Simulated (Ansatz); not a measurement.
Stackings of close-packed layers of Ba (one atom a layer), each relaxed to a stress under 0.05 GPa; h and k mark layers whose two neighbours have the same or different letters; energies count from the stacking AB (P6_3/mmc).

The calculation used Ansatz 0.2.0, DFT PBE, scalar-relativistic, plane waves, PAW.

Cutoff 420 eV, Gaussian smearing of 0.10 eV, energies at zero smearing, symmetry of each start kept, no spin polarisation.

| start | atoms | k mesh | excess energy on a denser mesh (meV/atom) | spacing of like layers (Å) | a (Å) | denser mesh | excess energy (meV/atom) |
| --- | --- | --- | --- | --- | --- | --- | --- |
| ABC (kkk) | 3 | 12×12×4 | 3.7 | 3.664 | 4.491 | 21×21×8 | - |
| ABAC (khkh) | 4 | 12×12×3 | 4.0 | 3.664 | 4.491 | 21×21×6 | 3.2 |
| ABCACB (hkkhkk) | 6 | 12×12×2 | 4.3 | 3.668 | 4.491 | 21×21×4 | 4.1 |
| ABABCBCAC (khhkhhkhh) | 9 | 12×12×2 | 3.4 | 3.670 | 4.484 | 21×21×4 | 3.2 |
| ABACB (hhkkk) | 5 | 12×12×3 | 3.9 | 3.668 | 4.486 | 21×21×6 | 3.5 |
| ABABCABABAB (hhhkkkhhhhh) | 11 | 12×12×2 | - | 3.673 | 4.469 | - | - |

Zero in every row: gap on the mesh (eV).

Spin-orbit coupling is left out, which matters for the bands of heavy elements.

Small energy differences in metals hang on the k mesh (about 10 mJ/m² or 1 to 2 meV/atom on the mesh of the relaxation).

The reference crystal is a form of Ba, which isn't its usual structure.

Cost: 6 runs of about 13 core-minutes in all, on Intel Xeon Platinum 8488C (Sapphire Rapids) (shared hosts).